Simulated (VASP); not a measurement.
Set up this calculation in VASP 6.6.1, as the native input.

| Item | Value |
| --- | --- |
| Task | band structure |
| Functional | LDA |
| Potentials or basis | VASP PAW LDA potentials, release 64 (K_sv, I) |
| Cutoff | 520 eV |
| k mesh | 8 × 8 × 8 |
| Occupations | gaussian, width 0.03 eV |
| Spin | no spin polarisation |
| Further INCAR settings | ALGO = Normal; EDIFF = 1e-06; NBANDS = 15 |

The structure of KI lies in POSCAR:

```
KI                                      
1.0
    0.0000000000      3.5081227352      3.5081227352
    3.5081227352      0.0000000000      3.5081227352
    3.5081227352      3.5081227352      0.0000000000
  K               I             
     1     1
Direct
     0.0000000000000000    0.0000000000000000    0.0000000000000000
     0.5000000000000000    0.5000000000000000    0.5000000000000000
```

The input as run:

INCAR

```
SYSTEM = KI
  PREC = Accurate
  ENCUT = 520
  EDIFF = 1E-6
  ISMEAR = 0
  SIGMA = 0.03
  LREAL = .False.
  LASPH = .True.
  NELM = 80
  ALGO = Normal
  ISIF = 2
  LWAVE = .False.
  LCHARG = .False.
  GGA = CA
  NBANDS = 15
```

KPOINTS

```
regular mesh
0
Gamma
  8 8 8
  0 0 0
```

KPOINTS_OPT

```
explicit points
252
Reciprocal
 0.0000000000  0.0000000000  0.0000000000 1
 0.0357142857  0.0000000000  0.0357142857 1
 0.0714285714  0.0000000000  0.0714285714 1
 0.1071428571  0.0000000000  0.1071428571 1
 0.1428571429  0.0000000000  0.1428571429 1
 0.1785714286  0.0000000000  0.1785714286 1
[... 244 lines left out ...]
 0.4860848100  0.0139151900  0.5000000000 1
 0.5139151900 -0.0139151900  0.5000000000 1
```

Potentials or basis: VASP PAW LDA potentials, release 64 (K_sv, I).

Command:

```sh
$ cat potpaw_LDA.64/K_sv/POTCAR potpaw_LDA.64/I/POTCAR > POTCAR
$ mpirun -np 1 vasp_std > vasp.out
```

Results of the run:

| Item | Value |
| --- | --- |
| Pressure | -1.1 GPa |
| Band gap on the k mesh | 3.66 eV, direct |
| Band gap along the path | 3.66 eV, direct |

Caveat: spin-orbit coupling is left out, which moves the levels of the heavy elements.

It took 2.3 min on 1 thread of AMD EPYC 9R45 96-Core Processor (Zen 5), with other jobs on the host, peak memory 0.18 GiB.
